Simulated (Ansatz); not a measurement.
# Pb: further runs on the relaxed cell

An exercise on one series of results from a longer session: the logs are not shown, and one member is left open.

Program: Ansatz 0.2.0. Level of theory: DFT PBEsol, scalar-relativistic, plane waves, PAW. These are calculated values, not measurements.

1 further run of the same task is left out (set aside as unsound or not needed).

## Starting point

Symmetry: Fm-3m, No. 225, cubic system. The conventional cell has a = 4.934 Å, b = 4.934 Å, c = 4.934 Å, α = 90.00°, β = 90.00°, γ = 90.00°. Pb (site symmetry m-3m) has 12 Pb at 3.49 Å as nearest neighbours.

Structure file:

```
Pb
1.0
     0.00000    2.46691    2.46691
     2.46691    0.00000    2.46691
     2.46691    2.46691    0.00000
Pb
1
Direct
  0.00000 0.00000 0.00000
```

This cell was relaxed beforehand with the same method: volume 30.03 Å³/atom, gap on the mesh none (metal).

The first run:

File input.yaml:

```yaml
crystal:
  lattice:
    - [0.0, 2.4669074858, 2.4669074858]
    - [2.4669074858, 0.0, 2.4669074858]
    - [2.4669074858, 2.4669074858, 0.0]
  atoms:
    - { symbol: Pb, position: [0.0, 0.0, 0.0] }
basis:
  ecutwfc: 420
kpoints:
  mp_grid: { grid: [14, 14, 14] }
  band_path:
    path:
      - [[0.0, 0.0, 0.0], [0.5, 0.0, 0.5], [0.625, 0.25, 0.625]]
      - [[0.375, 0.375, 0.75], [0.0, 0.0, 0.0], [0.5, 0.5, 0.5], [0.5, 0.25, 0.75], [0.5, 0.0, 0.5]]
    npoints: 14
hamiltonian:
  xc: pbesol
scf:
  occupations: { method: gaussian, width: 0.1 }
  n_extra_bands: 6
output:
  forces: true
  stress: true
  eigenvalues: true
  populations: true
  dos: { projected: true, de: 0.02, nscf_kmesh: { grid: [21, 21, 21] } }
  bader: true
  write_density: true
  write_potential: true
  elf: true
  volumetric_format: npy
```

On the command line:

```console
> ansatz run input.yaml --threads 1 --pin off --max-ram 2560MiB --backend cpu --events-out ev --progress --plain --runs-dir out
```

Among the steps run: Electronic structure at the relaxed geometry; The cell as listed, for comparison; The cell scaled to 0.97 of its volume; Point at V/V0 = 1.03; Volume × 0.94; Point at V/V0 = 1.06; Volume × 0.91; The cell scaled to 1.10 of its volume; Volume × 0.88.

One of the session's tables, all rows but one given; the rest of the session is left out.

It belongs to the step «Equation of state». 

| volume (Å³/atom) | energy above the lowest point (meV/atom) | pressure (GPa) |
| --- | --- | --- |
| 26.422 | 84.6 | 8.46 |
| 27.323 | ? | ? |
| 28.224 | 18.6 | 3.50 |
| 29.125 | 4.4 | 1.61 |
| 30.025 | 0.0 | 0.03 |
| 30.926 | 3.7 | -1.28 |
| 31.827 | 14.1 | -2.37 |
| 33.028 | 36.4 | -3.55 |

Estimate the missing values for volume (Å³/atom) = 27.323.

Worked estimate for «energy above the lowest point (meV/atom)». A straight line through the neighbours (26.422, 84.6) and (28.224, 18.6) gives 84.6 + (18.6 − 84.6) × (27.323 − 26.422) / (28.224 − 26.422) = 51.6; a parabola fitted to 3 rows on both sides gives 45.3.

**Answer.** energy above the lowest point (meV/atom): 44.6; pressure (GPa): 5.77. In «energy above the lowest point (meV/atom)» the line misses by +7.0 and the parabola by +0.7.
